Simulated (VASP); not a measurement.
## A VASP 6.6.1 single-point calculation on GaN

INCAR

```
NELM = 70
NSW = 0
LWAVE = .FALSE.
NBANDS = 16
LCHARG = .FALSE.
LREAL = .FALSE.
GGA = PE
PREC = Medium
ENCUT = 520
ISMEAR = 1
IBRION = -1
LASPH = .TRUE.
SIGMA = 0.1
ISIF = 2
EDIFF = 1E-7
```

KPOINTS

```
KPOINTS created by Atomic Simulation Environment
0
Gamma
10 10 10
0 0 0
```

POSCAR

```
Ga N
 1.0000000000000000
     0.0000000000000000    2.2264630156999998    2.2264630156999998
     2.2264630156999998    0.0000000000000000    2.2264630156999998
     2.2264630156999998    2.2264630156999998    0.0000000000000000
 Ga  N
   1   1
Cartesian
  0.0000000000000000  0.0000000000000000  0.0000000000000000
  1.1132315078499997  1.1132315078499997  1.1132315078499997
```

The recommended PBE PAW datasets give the neutral cell 18 valence electrons.

Command

```
mpirun -np 1 vasp_std
```

**Question.** How does this run end, and what does it give?

**Answer.** It converged. Results: gap between bands v and c on the k mesh 1.96 eV; least direct gap on the k mesh 1.96 eV; pressure 12.6 GPa. Band v is the last that the valence electrons fill when counted band by band, and c is the next.

OSZICAR

```
N       E                     dE             d eps       ncg     rms          rms(c)
DAV:   1     0.790121504124E+02    0.79012E+02   -0.93791E+03  1712   0.205E+03
DAV:   2    -0.839339419792E+01   -0.87406E+02   -0.81764E+02  1720   0.327E+02
DAV:   3    -0.140898943693E+02   -0.56965E+01   -0.56743E+01  1672   0.698E+01
DAV:   4    -0.141591144864E+02   -0.69220E-01   -0.69205E-01  1976   0.812E+00
DAV:   5    -0.141599578272E+02   -0.84334E-03   -0.84333E-03  1712   0.810E-01    0.785E+00
DAV:   6    -0.120951853699E+02    0.20648E+01   -0.48669E+00  2288   0.409E+01    0.268E+00
DAV:   7    -0.121062960265E+02   -0.11111E-01   -0.33699E-01  1648   0.648E+00    0.179E+00
DAV:   8    -0.121024711378E+02    0.38249E-02   -0.51438E-02  1736   0.333E+00    0.734E-01
DAV:   9    -0.120986209769E+02    0.38502E-02   -0.14272E-02  2248   0.286E+00    0.181E-01
DAV:  10    -0.120989238614E+02   -0.30288E-03   -0.15591E-03  1816   0.577E-01    0.821E-02
DAV:  11    -0.120988266941E+02    0.97167E-04   -0.29187E-04  2256   0.253E-01    0.112E-02
DAV:  12    -0.120988318681E+02   -0.51740E-05   -0.29349E-05  1704   0.530E-02    0.119E-02
DAV:  13    -0.120988316192E+02    0.24893E-06   -0.79535E-07  1880   0.153E-02    0.351E-03
DAV:  14    -0.120988315484E+02    0.70761E-07   -0.51038E-08  1360   0.303E-03
   1 F= -.12098832E+02 E0= -.12098905E+02  d E =0.220049E-03
```

Standard output (part)

```
POSCAR found type information on POSCAR GaN
 POSCAR found :  2 types and       2 ions
 LDA part: xc-table for (Slater+PW92), standard interpolation
 POSCAR, INCAR and KPOINTS ok, starting setup
 WAVECAR not read
 entering main loop
```

For comparison, a separate PBE run of the intended cell, on usual settings and not on those above, gives a gap of 1.96 eV on its mesh and a pressure of 12.6 GPa.
